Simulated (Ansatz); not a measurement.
Set up this calculation in Ansatz 0.2.0, as the native input.

| Quantity | Value |
| --- | --- |
| Task | relaxation of cell and atoms |
| Functional | revPBE |
| Potentials or basis | Ansatz PAW |
| Cutoff | 420 eV (not typed: the program's choice for these potentials) |
| k mesh | 10 × 10 × 10 |
| Occupations | fermi-dirac, width 0.05 eV |
| Spin | no spin polarisation |

The system is ZrC.

```
Zr C
1.0
     0.00000    2.36500    2.36500
     2.36500    0.00000    2.36500
     2.36500    2.36500    0.00000
Zr C
1 1
Direct
  0.50000 0.50000 0.50000
  0.00000 0.00000 0.00000
```

These files were run (other wordings do the same):

input.yaml

```yaml
crystal:
  lattice:
    - [0.0, 2.365, 2.365]
    - [2.365, 0.0, 2.365]
    - [2.365, 2.365, 0.0]
  atoms:
    - { symbol: Zr, position: [0.5, 0.5, 0.5] }
    - { symbol: C, position: [0.0, 0.0, 0.0] }
hamiltonian:
  xc: revpbe
  pseudopotentials: { kind: paw }
kpoints:
  mp_grid: { grid: [10, 10, 10] }
scf:
  occupations: { method: fermi_dirac, width: 0.05 }
output:
  forces: true
  stress: true
relax:
  f_tol: 0.01
  max_steps: 40
  cell: { stress_tol: 0.05 }
```

Potentials or basis: Ansatz PAW.

Run with:

```bash
$ ansatz run input.yaml --threads 2 --pin off --max-ram 5632MiB --backend cpu --events-out ev --progress --plain --runs-dir out
```

Results of the run:

| Property | Result |
| --- | --- |
| Relaxed volume | 13.19 Å³/atom |
| Relaxed cell | a = 3.342 Å, b = 3.342 Å, c = 3.342 Å, α = 60.00°, β = 60.00°, γ = 60.00° |
| Space group after relaxing (to 0.05 Å) | Fm-3m (No. 225) |
| Energy gained by relaxing | 0.1 meV/atom |
| Ionic steps | 4 |
| Pressure after relaxing | 0.0 GPa |

Caveat: the plane-wave basis is chosen anew once the cell has moved, so the energies of steps on either side of that aren't comparable; the PAW data sets come from PBE, with cores solved anew for the run's functional, which leaves a small shift of forces and pressure.

Wall time 2.8 s on 2 threads of Arm Neoverse V2, on a shared host, peak memory 0.3 GiB.
